## Ground levels and magnetism of 3d ions in a cubic field

The magnetism of a high-spin 3d ion in a cube of charges follows the orbital degeneracy of its ground term more closely than its spin. Four energy scales decide every row. A spin flip costs of the order of ten thousand cm⁻¹ or more (36800 in Fe³⁺), the crystal-field splitting $10Dq$ is one to four thousand cm⁻¹, the spin-orbit constant $\lambda$ is one to five hundred, and $kT$ at room temperature is about 200 cm⁻¹. In Cr³⁺ and Mn³⁺ a fifth scale, a multiple of $\lambda^2/10Dq$, amounts to tens of cm⁻¹ and controls what happens on cooling.

OpenMolcas 26.06, state-averaged CASSCF over the 3d shell with spin-orbit state interaction (atomic mean-field integrals), DKH2 Hamiltonian, ANO-RCC-VTZP basis and point nucleus. Each 3+ ion sits at the centre of a regular cube of eight point charges of −1.6 e, at the distance listed. Ground levels carry double-group labels; χT is the powder value from Van Vleck's formula.

| ion | electrons in the shell | distance of the charges (Å) | spin multiplicity of the ground level | ground level | degeneracy | first excitation (cm⁻¹) | χT at 2 K (cm3 K/mol) | χT at 50 K (cm3 K/mol) | χT at 300 K (cm3 K/mol) |
| --- | --- | --- | --- | --- | --- | --- | --- | --- | --- |
| V3+ | 2 | 2.140 | 3 | T2 | 3 | 2790 | 0.722 | 0.757 | 0.936 |
| Cr3+ | 3 | 1.930 | 4 | G8 | 4 | 42.5 | 0.208 | 0.454 | 1.28 |
| Mn3+ | 4 | 1.980 | 5 | A1 | 1 | 41.3 | 0.090 | 1.34 | 2.26 |
| Fe3+ | 5 | 2.150 | 6 | unlabelled | 6 | 36800 | 4.39 | 4.39 | 4.39 |
| Ni3+ | 7 | 1.720 | 4 | G8 | 4 | 3410 | 2.83 | 2.86 | 3.00 |
| Cu3+ | 8 | 2.240 | 3 | A1 | 1 | 197 | 0.057 | 1.40 | 3.54 |

The table comes from CASSCF over the 3d shell with spin-orbit state interaction. The ground level carries its double-group label: A1 is a singlet, T2 a triplet, G8 a Kramers quartet. The first excitation is the distance to the next level of any kind, and $\chi T$ is the powder susceptibility times temperature by Van Vleck's formula. The yardstick is the spin-only value $(N\mu_B^2/3k)\,g_e^2\,S(S+1)$ with $g_e = 2.002$, which is 1.00 cm³ K/mol for $S=1$ and 1.88 for $S=3/2$.

### Counting electrons gives the ground term

Eight charges on the corners of a cube lie along the body diagonals, nearer to the lobes of the three $t_2$ orbitals than to those of the two $e$ orbitals. The $e$ pair is therefore lower, the reverse of an octahedron. All six ions have the largest spin that Hund's rule allows, so one spin channel is empty or full and only the $m = n \bmod 5$ electrons of the other have a choice of orbital. With $m=2$ (V³⁺, Ni³⁺) they fill $e$ and leave an orbital singlet A₂, and with $m=0$ (Fe³⁺) the shell is spherical. With $m=3$ (Cr³⁺, Cu³⁺) or $m=4$ (Mn³⁺) one electron or one hole sits in $t_2$, which gives an orbital triplet, T₁ or T₂.

The term lists of the same runs show ⁴T₁ lowest for Cr³⁺ and ⁴A₂ lowest for Ni³⁺; for the other ions the assignment rests on this count and on its consequences below. It explains why the first excitation forms no single trend. In Fe³⁺ the only way up is a spin flip, 36800 cm⁻¹. In V³⁺ and Ni³⁺ it is the step to the next orbital term, roughly $10Dq$. In Cr³⁺, Mn³⁺ and Cu³⁺ it is a step inside the ground term after spin-orbit coupling, below 200 cm⁻¹. High spin is favoured by the settings, since point charges give too small a field and the missing dynamic correlation overstates the cost of pairing.

### The model

The free-ion Hund term, with orbital momentum $L$ and spin $S$, is placed in a cubic field:

$$H = 10Dq\,\hat V_{\text{cubic}} + \lambda\,\mathbf L\cdot\mathbf S,\qquad \hat\mu_z = -\mu_B\,(L_z + g_e S_z).$$

$\hat V_{\text{cubic}}$ is $L_x^4+L_y^4+L_z^4$, scaled and signed to give the term order counted above, and $\lambda$ is positive below half filling and negative above. For each ion except Fe³⁺, $10Dq$ and $|\lambda|$ were solved exactly from two energies: the first excitation, and the amount by which spin-orbit coupling lowers the ground level in the same run. No magnetic value entered, so the $\chi T$ of these five ions is computed without being fitted. Field and spin-orbit coupling are also the ingredients of the calculation, so agreement shows which part of it matters and is no test against nature.

### Orbital singlets: Fe³⁺, V³⁺, Ni³⁺

Fe³⁺ has $L=0$, and its $\chi T$ of 4.39 at all three temperatures is the spin-only value within the rounding. Its six states appear as one group, hence no single label, although cubic symmetry would allow them to part into a doublet and a quartet.

An A₂ term has no orbital moment of its own, but $\mathbf L$ connects it to the T₂ term at $10Dq$, with squared matrix element 4 for each component. Second-order perturbation theory in $\lambda\,\mathbf L\cdot\mathbf S$ and the Zeeman operator then gives three results from the three possible products:

$$E_{\text{SO}} = \frac{4\lambda^2 S(S+1)}{10Dq},\qquad g = g_e - \frac{8\lambda}{10Dq},\qquad \chi_{\text{TIP}} = \frac{8N\mu_B^2}{10Dq}.$$

The first is the spin-orbit lowering, the second the effective $g$ value, and the third a temperature-independent susceptibility that adds a term linear in $T$ to $\chi T$. The sign of $\lambda$ says that borrowed orbital moment opposes the spin before half filling and adds to it afterwards. The table agrees: at 2 K V³⁺ has 0.72 of its spin-only value and Ni³⁺ has 1.5 times its own.

For V³⁺ the run gives $E_{\text{SO}} = 33.8$ cm⁻¹ and the energy fit gives $10Dq = 2866$ cm⁻¹; $N\mu_B^2$ is 0.261 cm³ mol⁻¹ cm⁻¹. Then

$$\lambda = \sqrt{33.8\times 2866/8} = 110\ \text{cm}^{-1},\qquad g = 2.002 - \frac{8\times110}{2866} = 1.695,$$

$$\chi T = 1.003\left(\frac{1.695}{2.002}\right)^2 + \frac{8\times0.261}{2866}\,T = 0.719 + 7.3\times10^{-4}\,T .$$

This gives 0.72 at 2 K and 0.94 at 300 K, against 0.722 and 0.936 in the table. Exact diagonalisation of the same model gives 0.713 and 0.927, so the closer match of the short formulas comes partly from cancelling errors. The energies of this row were fitted and its $\chi T$ was not. The rise with temperature is mixing by the magnetic field, since the first excited level lies more than ten times $kT$ away even at 300 K. The short formulas work less well for Ni³⁺, where $|\lambda|/10Dq$ is about twice as large: with the fitted $|\lambda|$ of 268 cm⁻¹ they give $g = 2.59$ where the table implies 2.46.

### Orbital triplets before half filling: Cr³⁺, Mn³⁺

Within a T term $\mathbf L$ acts as a fictitious angular momentum $\mathbf l$ with $l=1$ and reversed sign, $\mathbf L \to -\tfrac32\mathbf l$ in T₁ and $\mathbf L \to -\mathbf l$ in T₂. For positive $\lambda$ the largest $J_{\text{eff}} = S+1$ is therefore lowest, which means that the true orbital moment opposes the spin. The Landé formula with these factors gives $g_J = 0.6$ for Cr³⁺ ($J_{\text{eff}}=5/2$) and $g_J = 1.0$ for Mn³⁺ ($J_{\text{eff}}=3$), far below 2. On warming, $\chi T$ of such a term rises mainly because the magnetic field mixes its multiplets, much as it mixes the orbital terms of V³⁺. With the fitted $\lambda$, an isolated T₁ term of Cr³⁺ goes from 0.40 at 2 K to 0.57 at 50 K, although its next multiplet is still ten times $kT$ away. Filling of the higher multiplets plays a smaller part. For Cr³⁺ the run puts them at 376 and 604 cm⁻¹, where they hold only about an eighth of the ions at 300 K. Spin and orbit are still firmly coupled at that temperature, and $\chi T$ has reached only two thirds of spin-only.

An isolated T term would leave a sixfold ground level in Cr³⁺ and a sevenfold one in Mn³⁺, with first excitations of 359 and 302 cm⁻¹. The table has a quartet and a singlet, with gaps near 40 cm⁻¹. Spin-orbit coupling to the next orbital term pushes the cubic components of the multiplet down by different multiples of $\lambda^2/10Dq$, and the model reproduces both degeneracies. The magnetic effect is large at 2 K: the isolated term gives 0.40 for Cr³⁺, about twice the table, and 1.5 for Mn³⁺, where the table has 0.090.

The difference between the two ions is Kramers' theorem. Cr³⁺ has three electrons, so no level can be a singlet and a permanent moment survives at 2 K. Mn³⁺ has four, its lowest level is A1, and at 2 K it is magnetic only through mixing with the triplet at the first excitation $E_1$, with $\chi \approx 2N\mu_B^2 M^2/E_1$. Assigning all of the 2 K susceptibility to that step gives a squared moment $M^2 = 3.6$, close to $g_J^2J(J+1)/3 = 4$ for $J_{\text{eff}}=3$. The small $\chi T$ thus belongs to a high-spin ion and is no sign of spin pairing.

### The irregular row: Cu³⁺

Cu³⁺ has a T₁ term with negative $\lambda$, which puts $J_{\text{eff}}=0$ lowest and matches the A1 label. The rest of that picture fails. In the model the spin-orbit lowering of 1371 cm⁻¹ equals $3|\lambda|$ at any field, because the ³F term gives only one A₁ level and no other level can mix with it. This fixes $|\lambda|$ at 457 cm⁻¹. An isolated T₁ term would then have its first excitation at $1.5|\lambda| = 686$ cm⁻¹, whereas the table has 197.

The reason is a weak field meeting the largest $\lambda$ of the series. A point-charge field falls as $R^{-5}$, and scaling the 3674 cm⁻¹ of the Ni³⁺ term list from its distance to that of Cu³⁺ gives 981 cm⁻¹. The fit gives 822 cm⁻¹, and the more contracted 3d shell of copper argues for a value on this side. The ratio $|\lambda|/10Dq$ is then 0.56, about eight times that of Ni³⁺, which is the largest of the others.

Cu³⁺ is therefore better seen as a free-ion ³F₄ level split by the cube, with a singlet at the bottom. At 300 K $kT$ matches the gap, and $\chi T = 3.54$ lies near the free-ion 3.93 and at more than twice the isolated-term 1.66. At low temperature the susceptibility stays at 0.028 cm³/mol from 2 to 50 K, while that of Mn³⁺, with its smaller gap, has already fallen by two fifths. This behaviour belongs to the distance of 2.24 Å as much as to the $d^8$ count, because the distances differ from ion to ion.

### Where the model fails

Over all eighteen values of $\chi T$, the three of Fe³⁺ taken as spin-only included, the mean error relative to the table is 1.9 %, and the model gives the right degeneracy for the five fitted ions. Cu³⁺ is matched to within 1 %. The worst value is Cr³⁺ at 2 K, 7.7 % too low, and there the fitted $10Dq$ also lies 13 % below the term spacing of the run. A small second-order gap fixes $10Dq$ only in trade against $\lambda$, so the fitted fields of Cr³⁺ and Mn³⁺ should not be read as physical values.

The model omits terms of lower spin and the P term. Fe³⁺ shows that the former matter: it has no orbital momentum, yet its ground level is lowered by 27 cm⁻¹. If part of the lowering of Ni³⁺ has the same origin, its fitted $|\lambda|$ is too large, which would account for a $\chi T$ that is 2 to 3 % high and for a T₂ multiplet spread wider than in the run. The level lists support this. In second order, the lowering caused by other spins is their weight in the level times their distance in energy. Lower spin makes up 0.16 % of the Ni³⁺ ground level, which corresponds to about 40 of the 270 cm⁻¹. In Cr³⁺ it has a larger weight in the ground level than in the first excited one, which by the same estimate adds about 6 cm⁻¹ to the gap of 42.5 cm⁻¹. That is enough to explain most of the low fitted $10Dq$. The effect on $\chi T$ itself was not computed.

The small gaps are also the least transferable numbers. The ground terms of Cr³⁺, Mn³⁺ and Cu³⁺ are orbitally degenerate and so open to a Jahn-Teller distortion, even where spin-orbit coupling leaves a singlet lowest. The cube is held regular here, so a distortion could reorder levels that lie 40 to 200 cm⁻¹ apart. Point charges have no covalency, which in a real compound enlarges the field and reduces the orbital moment on which every departure from spin-only depends.
